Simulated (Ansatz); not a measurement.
## Calculated ³³S NMR of the central transition for MoS₂

Cell: a COD entry, taken as it stands.

```xyz
3
Lattice="1.5815 0.9131 6.1233 -1.5815 0.9131 6.1233 0.0000 -1.8262 6.1233" Properties=species:S:1:pos:R:3 pbc="T T T"
Mo    0.0000    0.0000    0.0000
S     0.0000    0.0000    4.6219
S     0.0000    0.0000    7.6254
```

Sites (sets of like atoms) are named by element and the number of their first atom in this list.

Method: Kohn–Sham DFT in Ansatz, PBE, plane waves and PAW, scalar-relativistic, collinear spin, 420 eV cutoff, Γ-centred 16×16×16 k-points, Fermi–Dirac smearing 0.02 eV. Start moments as typed (μB): 2 on each Mo, none on the rest.

³³S has I = 3/2 and Q = -69.40 mb (Pyykkö 2018); at 7.05 T its Larmor frequency is ν₀ = 23.1 MHz. Only the quadrupole interaction is simulated: positions count from each site's isotropic chemical shift, and shift anisotropy, dipolar and J coupling are left out.

(1) Give C_Q, η, the quadrupolar product P_Q = |C_Q|(1 + η²/3)^½, the second-order isotropic shift and the breadth of the pattern (static powder) for each S site.

Answers

(1) 

```csv
site,first shell,C_Q (MHz),η,P_Q (MHz),δ_QIS (ppm),breadth (kHz)
S2,3 Mo at 2.36 Å,10.7,0.00,10.7,-5399,649
S3,3 Mo at 2.36 Å,10.5,0.00,10.5,-5176,622
```

δ_QIS = −(ν_Q²/30ν₀²)[I(I+1) − 3/4](1 + η²/3) × 10⁶ ppm with ν_Q = 3|C_Q|/[2I(2I−1)]; it falls as 1/B₀² in ppm, and the breadth as 1/B₀ in kHz.

An axis of threefold or higher order runs through S2 and S3, so V_zz lies along it and η is zero.

With ν_Q/ν₀ up to 0.23, terms beyond second order are no longer negligible.

The calculated pressure of 9 GPa (PBE) comes largely from the unrelaxed atoms: it is 2.9 GPa once they are relaxed in the same cell. The largest force is 1.3 eV/Å, so the atoms aren't at the calculated equilibrium and relaxing them would move these values. Without spin–orbit coupling (the program notes it for Mo) the gradients can shift somewhat, as the gap is small. The start moments die out, and the run ends without spin.
